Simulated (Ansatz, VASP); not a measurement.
# Ga6AsP5 in two plane-wave programs, part 2 of 2

Wanted: the spread between two codes on one cell, functional and k mesh. The cell is taken from a series of runs on this material, whose earlier steps may have relaxed, scaled, displaced or heated it; both programs get it as it stands.

VASP 6.6.1 and Ansatz 0.2.0.

So far. Step 2 (VASP: single point, PBEsol, pair 1): The run ends at a pressure of -0.29 GPa, with forces up to 0.023 eV/Å.

### 5. VASP: single point, PBEsol, pair 2

Level of this step: PBEsol; plane waves and PAW (Ga_d, As, P) (VASP).

With cell and atoms fixed, the geometry can't cause a difference; cores, projectors, grids and the points listed under the comparison can.

INCAR

```
SYSTEM = Ga3AsP2
PREC = Accurate
ENCUT = 400
EDIFF = 1E-06
NELM = 120
ISMEAR = 0
SIGMA = 0.01
LREAL = .FALSE.
ALGO = Normal
GGA = PS
NBANDS = 66
LORBIT = 11
LWAVE = .FALSE.
LCHARG = .FALSE.
ISIF = 2
LASPH = .TRUE.
GGA_COMPAT = .FALSE.
EFERMI = MIDGAP
KPAR = 2
```

POSCAR

```
Ga3AsP2
1.0
    3.9000961645      0.0000000000      0.0000000000
    0.0000000000      3.9000961645      0.0000000000
    0.0000000000      0.0000000000     16.5097913006
Ga As P
6 2 4
Direct
    0.0000000000      0.0000000000      0.0406770084
    0.5000000000      0.5000000000      0.2155352080
    0.0000000000      0.0000000000      0.3903934076
    0.5000000000      0.5000000000      0.5530310174
    0.0000000000      0.0000000000      0.7155352080
    0.5000000000      0.5000000000      0.8780393986
    0.5000000000      0.0000000000      0.1281726223
    0.0000000000      0.5000000000      0.3028977937
    0.5000000000      0.0000000000      0.4716572027
    0.0000000000      0.5000000000      0.6342792214
    0.5000000000      0.0000000000      0.7967911945
    0.0000000000      0.5000000000      0.9594132133
```

KPOINTS

```
Automatic mesh
0
Gamma
6 6 2
0 0 0
```

PAW data sets: Ga_d, As and P (PBE family, release 64).

Launch:

```
> mpirun -np 2 vasp_std
```

Numbers of over 12 decimals in the logs are rounded to 6 here.

The program printed:

```text
[banner, memory and clock lines left out]
running    2 mpi-ranks, on    1 nodes
[...]
[... a notice as in an earlier step ...]

 LDA part: xc-table for (Slater+PW92), standard interpolation
 POSCAR, INCAR and KPOINTS ok, starting setup
[...]
entering main loop
       N       E                     dE             d eps       ncg     rms          rms(c)
DAV:   1     0.969116745271E+03    0.96912E+03   -0.40159E+04  2840   0.207E+03
DAV:   2     0.123543868545E+03   -0.84557E+03   -0.81394E+03  2776   0.580E+02
DAV:   3    -0.456879962567E+02   -0.16923E+03   -0.16162E+03  3132   0.180E+02
DAV:   4    -0.586300644302E+02   -0.12942E+02   -0.12761E+02  3168   0.497E+01
[...]
DAV:  14    -0.577499062389E+02   -0.91892E-06   -0.15905E-05  3248   0.775E-02    0.590E-03
DAV:  15    -0.577499074378E+02   -0.11988E-05   -0.11195E-05  3322   0.294E-02    0.247E-03
DAV:  16    -0.577499075246E+02   -0.86882E-07   -0.30131E-06  2282   0.274E-02
   1 F= -.57749908E+02 E0= -.57749908E+02  d E =0.000000E+00
```

OUTCAR, selected parts (step 5):

```text
  Total       -0.2731495     -0.2731495     -0.2719811      0.0000000      0.0000000      0.0000000
  in kB       -1.7426844     -1.7426844     -1.7352304      0.0000000      0.0000000      0.0000000
  external PRESSURE =      -1.7401998 kB  Pullay stress =       0.0000000 kB

 POSITION                                       TOTAL-FORCE (eV/Angst)
 -----------------------------------------------------------------------------------
      0.00000      0.00000      0.67157         0.000000      0.000000     -0.021396
      1.95005      1.95005      3.55844         0.000000      0.000000     -0.000000
      0.00000      0.00000      6.44531         0.000000      0.000000      0.021396
      1.95005      1.95005      9.13043         0.000000      0.000000      0.000754
      0.00000      0.00000     11.81334         0.000000      0.000000     -0.000000
      1.95005      1.95005     14.49625         0.000000      0.000000     -0.000754
      1.95005      0.00000      2.11610         0.000000      0.000000      0.000187
      0.00000      1.95005      5.00078         0.000000      0.000000     -0.000187
      1.95005      0.00000      7.78696         0.000000      0.000000     -0.000439
      0.00000      1.95005     10.47182         0.000000      0.000000     -0.000275
      1.95005      0.00000     13.15486         0.000000      0.000000      0.000275
      0.00000      1.95005     15.83971         0.000000      0.000000      0.000439
 -----------------------------------------------------------------------------------
    total drift:                                0.000000     -0.000000      0.000307

  FREE ENERGIE OF THE ION-ELECTRON SYSTEM (eV)
  ---------------------------------------------------
  free  energy   TOTEN  =       -57.7499075246 eV

  energy  without entropy=      -57.7499075246  energy(sigma->0) =      -57.74990752

[... 1 part as in an earlier step ...]

[... 2 further parts left out ...]
[key lines of the parts left out:]
E-fermi :   5.0219
```

The run ends at a pressure of -0.17 GPa, with forces up to 0.021 eV/Å.

### 6. Ansatz: single point, PBEsol, pair 2

The same cell, functional and mesh now go to Ansatz, which takes its cutoff from its data sets.

The cell is taken from a series of runs on this material, whose earlier steps may have relaxed, scaled, displaced or heated it; both programs get it as it stands.

input.yaml

```yaml
crystal:
  lattice:
    - [3.9000961645, 0.0, 0.0]
    - [0.0, 3.9000961645, 0.0]
    - [0.0, 0.0, 16.5097913006]
  atoms:
    - { symbol: Ga, position: [0.0, 0.0, 0.0406770084] }
    - { symbol: As, position: [0.5, 0.0, 0.1281726223] }
    - { symbol: Ga, position: [0.5, 0.5, 0.215535208] }
    - { symbol: As, position: [0.0, 0.5, 0.3028977937] }
    - { symbol: Ga, position: [0.0, 0.0, 0.3903934076] }
    - { symbol: P, position: [0.5, 0.0, 0.4716572027] }
    - { symbol: Ga, position: [0.5, 0.5, 0.5530310174] }
    - { symbol: P, position: [0.0, 0.5, 0.6342792214] }
    - { symbol: Ga, position: [0.0, 0.0, 0.715535208] }
    - { symbol: P, position: [0.5, 0.0, 0.7967911945] }
    - { symbol: Ga, position: [0.5, 0.5, 0.8780393986] }
    - { symbol: P, position: [0.0, 0.5, 0.9594132133] }
kpoints:
  mp_grid: { grid: [6, 6, 2] }
hamiltonian:
  xc: pbesol
  pseudopotentials: { kind: paw, azcp: { folder: soft_1 }, xc_functional: pbe }
scf:
  occupations: { method: fixed }
  n_extra_bands: 8
output:
  eigenvalues: true
  band_densities: [{ e_range: [-0.08, 0] }, { e_range: [1.2, 1.33] }]
  volumetric_format: npy
```

Launch:

```
> ansatz run input.yaml --threads 2 --pin off --max-ram 73728MiB --backend cuda --events-out ev --progress --plain --runs-dir out --devices 1 --max-vram 13GiB
```

The program printed:

```text
[...]
GPUs: using 1 of 1 available (devices: 1).
[...]
GPU FFT provider: cuFFT
GPU libraries: cuBLAS 13.8.2, cuFFT 12.4.0, cuSOLVER 12.3.4
Crystal: 12 atoms, lattice volume = 251.126 Å³
Basis set: ecut = 420 eV, 4943 PW (Γ)
Bands: 72, of which v1, the nominal top of the filled ones, is band 64 counted from 1 (63 counted from 0)
Symmetry: 8 space group operations
[...]
k-points: 20 of 72
[...]
k-point 2: bands = [... 60 lower, 6.4318, 6.5189, 6.6406, 7.2837, 8.9911, 9.4071, 9.6018, 9.6766, ... 4 higher]
  k-point 19: bands = [... 60 lower, 4.3681, 4.4155, 4.4676, 4.4676, 9.2452, 9.2452, 9.4115, 9.4115, ... 4 higher]
--- Band densities, each state counted as filled ---
  window                                       electrons  max residual (eV)  cut levels
  e_range: [-0.08, 0]                           0.083333             1.3e-5           0
  e_range: [1.2, 1.33]                          0.222222             1.3e-6           0
[key lines of the parts left out:]
SCF converged after 10 iterations
Free energy (F): -35049.868501 eV
Fermi energy:    7.381988 eV
```

### 7. Side by side

What differs besides the data sets and the points named for the pairs above, as far as they apply: the data sets hold 128 valence electrons in Ansatz (on its PAW soft_1 files) and 108 in VASP. Total energies have different zeros and are not compared.

Compared:

```
              quantity  Ansatz   VASP  difference
gap on the k mesh (eV)   1.253  1.259      -0.006
```

A gap on the mesh is an upper bound, since the band edges may lie between its points.

### 8. VASP: single point, PBEsol, pair 3

A single point gives forces, pressure and levels at one fixed geometry, so differences don't come from the geometry; what else differs is listed under the comparison.

INCAR, as its differences from that of step 5:

```diff
@@ -1,2 +1,2 @@
-SYSTEM = Ga3AsP2
+SYSTEM = Ga3As2P
 PREC = Accurate
```

POSCAR

```
Ga3As2P
1.0
    3.9526667531      0.0000000000      0.0000000000
    0.0000000000      3.9526667531      0.0000000000
    0.0000000000      0.0000000000     16.7187632196
Ga As P
6 4 2
Direct
    0.0000000000      0.0000000000      0.0395351085
    0.5000000000      0.5000000000      0.2101910291
    0.0000000000      0.0000000000      0.3810242830
    0.5000000000      0.5000000000      0.5518575369
    0.0000000000      0.0000000000      0.7225134576
    0.5000000000      0.5000000000      0.8810242830
    0.5000000000      0.0000000000      0.1249220022
    0.0000000000      0.5000000000      0.2956087314
    0.5000000000      0.0000000000      0.4664398347
    0.0000000000      0.5000000000      0.6371265638
    0.5000000000      0.0000000000      0.8017342396
    0.0000000000      0.5000000000      0.9603143264
```

KPOINTS is that of step 5.

Launch:

```
> mpirun -np 2 vasp_std
```

The program printed:

```text
[... set-up lines as in an earlier step ...]
 entering main loop
       N       E                     dE             d eps       ncg     rms          rms(c)
DAV:   1     0.956400418068E+03    0.95640E+03   -0.40187E+04  2834   0.202E+03
DAV:   2     0.120500342905E+03   -0.83590E+03   -0.80567E+03  2824   0.569E+02
DAV:   3    -0.443803660649E+02   -0.16488E+03   -0.15645E+03  3120   0.177E+02
DAV:   4    -0.568329269072E+02   -0.12453E+02   -0.12266E+02  3160   0.489E+01
[...]
DAV:  13    -0.560813897001E+02   -0.34079E-05   -0.34789E-05  3588   0.703E-02    0.757E-03
DAV:  14    -0.560813925254E+02   -0.28253E-05   -0.10166E-05  3378   0.392E-02    0.267E-03
DAV:  15    -0.560813929414E+02   -0.41601E-06   -0.25757E-06  2350   0.145E-02
   1 F= -.56081393E+02 E0= -.56081393E+02  d E =0.000000E+00
```

From OUTCAR (step 8):

```text
  Total       -0.1534545     -0.1534545     -0.1339813      0.0000000      0.0000000      0.0000000
  in kB       -0.9412514     -0.9412514     -0.8218078      0.0000000      0.0000000      0.0000000
  external PRESSURE =      -0.9014369 kB  Pullay stress =       0.0000000 kB

 POSITION                                       TOTAL-FORCE (eV/Angst)
 -----------------------------------------------------------------------------------
      0.00000      0.00000      0.66098         0.000000      0.000000     -0.014587
      1.97633      1.97633      3.51413         0.000000      0.000000      0.000397
      0.00000      0.00000      6.37025         0.000000      0.000000      0.000000
      1.97633      1.97633      9.22638         0.000000      0.000000     -0.000397
      0.00000      0.00000     12.07953         0.000000      0.000000      0.014587
      1.97633      1.97633     14.72964         0.000000      0.000000      0.000000
      1.97633      0.00000      2.08854         0.000000      0.000000     -0.000690
      0.00000      1.97633      4.94221         0.000000      0.000000      0.000481
      1.97633      0.00000      7.79830         0.000000      0.000000     -0.000481
      0.00000      1.97633     10.65197         0.000000      0.000000      0.000690
      1.97633      0.00000     13.40400         0.000000      0.000000      0.001085
      0.00000      1.97633     16.05527         0.000000      0.000000     -0.001085
 -----------------------------------------------------------------------------------
    total drift:                                0.000000      0.000000     -0.000164

  FREE ENERGIE OF THE ION-ELECTRON SYSTEM (eV)
  ---------------------------------------------------
  free  energy   TOTEN  =       -56.0813929414 eV

  energy  without entropy=      -56.0813929414  energy(sigma->0) =      -56.08139294

[... 1 part as in an earlier step ...]

[... 2 further parts left out ...]
[key lines of the parts left out:]
E-fermi :   4.5089
```

The run ends at a pressure of -0.09 GPa, with forces up to 0.015 eV/Å.

### 9. Ansatz: single point, PBEsol, pair 3

The same cell, functional and mesh now go to Ansatz, which takes its cutoff from its data sets.

The cell is taken from a series of runs on this material, whose earlier steps may have relaxed, scaled, displaced or heated it; both programs get it as it stands.

input.yaml

```yaml
crystal:
  lattice:
    - [3.9526667531, 0.0, 0.0]
    - [0.0, 3.9526667531, 0.0]
    - [0.0, 0.0, 16.7187632196]
  atoms:
    - { symbol: Ga, position: [0.0, 0.0, 0.0395351084] }
    - { symbol: As, position: [0.5, 0.0, 0.1249220021] }
    - { symbol: Ga, position: [0.5, 0.5, 0.2101910291] }
    - { symbol: As, position: [0.0, 0.5, 0.2956087313] }
    - { symbol: Ga, position: [0.0, 0.0, 0.381024283] }
    - { symbol: As, position: [0.5, 0.0, 0.4664398346] }
    - { symbol: Ga, position: [0.5, 0.5, 0.5518575369] }
    - { symbol: As, position: [0.0, 0.5, 0.6371265638] }
    - { symbol: Ga, position: [0.0, 0.0, 0.7225134575] }
    - { symbol: P, position: [0.5, 0.0, 0.8017342396] }
    - { symbol: Ga, position: [0.5, 0.5, 0.881024283] }
    - { symbol: P, position: [0.0, 0.5, 0.9603143264] }
kpoints:
  mp_grid: { grid: [6, 6, 2] }
hamiltonian:
  xc: pbesol
  pseudopotentials: { kind: paw, azcp: { folder: soft_1 }, xc_functional: pbe }
scf:
  occupations: { method: fixed }
  n_extra_bands: 8
output:
  eigenvalues: true
  band_densities: [{ e_range: [-0.08, 0] }, { e_range: [0.77, 0.9] }]
  volumetric_format: npy
```

Launch:

```
> ansatz run input.yaml --threads 2 --pin off --max-ram 73728MiB --backend cuda --events-out ev --progress --plain --runs-dir out --devices 1 --max-vram 13GiB
```

The program printed:

```text
[...]
GPUs: using 1 of 1 available (devices: 1).
[...]
GPU FFT provider: cuFFT
GPU libraries: cuBLAS 13.8.2, cuFFT 12.4.0, cuSOLVER 12.3.4
Crystal: 12 atoms, lattice volume = 261.207 Å³
Basis set: ecut = 420 eV, 5143 PW (Γ)
Bands: 82, of which v1, the nominal top of the filled ones, is band 74 counted from 1 (73 counted from 0)
Symmetry: 8 space group operations
[...]
k-points: 20 of 72
[...]
k-point 2: bands = [... 70 lower, 6.6996, 6.7171, 6.8781, 7.4928, 9.1372, 9.5911, 9.7050, 9.7111, ... 4 higher]
  k-point 19: bands = [... 70 lower, 4.6266, 4.6551, 4.7039, 4.7039, 9.4356, 9.4356, 9.5872, 9.5872, ... 4 higher]
--- Band densities, each state counted as filled ---
  window                                       electrons  max residual (eV)  cut levels
  e_range: [-0.08, 0]                           0.083333             7.1e-6           0
  e_range: [0.77, 0.9]                          0.027778             6.1e-7           0
[key lines of the parts left out:]
SCF converged after 11 iterations
Free energy (F): -43195.480873 eV
Fermi energy:    7.599254 eV
```

### 10. Differences

What differs besides the data sets and the points named for the pairs above, as far as they apply: the data sets hold 148 valence electrons in Ansatz (on its PAW soft_1 files) and 108 in VASP. Total energies have different zeros and are not compared.

Compared:

```
              quantity  Ansatz   VASP  difference
gap on the k mesh (eV)   0.823  0.831      -0.008
```

A gap on the mesh is an upper bound, since the band edges may lie between its points.

### 11. Results

```
difference in gap on the k mesh (single point, PBEsol, pair 1) : -0.0011 eV
difference in gap on the k mesh (single point, PBEsol, pair 2) : -0.0059 eV
difference in gap on the k mesh (single point, PBEsol, pair 3) : -0.0084 eV
```

What this shows: The difference in gap on the k mesh is -0.0084 eV (single point, PBEsol, pair 3), within the 0.08 eV picked in this series as the mark of a large difference. The data sets hold unlike numbers of valence electrons (118 in Ansatz and 108 in VASP, 128 in Ansatz and 108 in VASP and 148 in Ansatz and 108 in VASP), so part of the differences comes from the potentials. 4 further runs of this series are not shown here. Such differences can come from data sets, numerical settings and the points named under the comparisons, not from the functional's error against experiment.

[Lines on the potential files, build, host, timing and source positions are cut from VASP's logs without a mark.]

[Logs are printed without paths, hosts, clocks, repeated set-up lines and the standing remarks that a program may print on its own settings, such as how far it seeks lower states.]

[Hosts, paths, dates, database ids (printed as entryN), source tags and the programs' standing remarks are cut or masked in the printed files.]
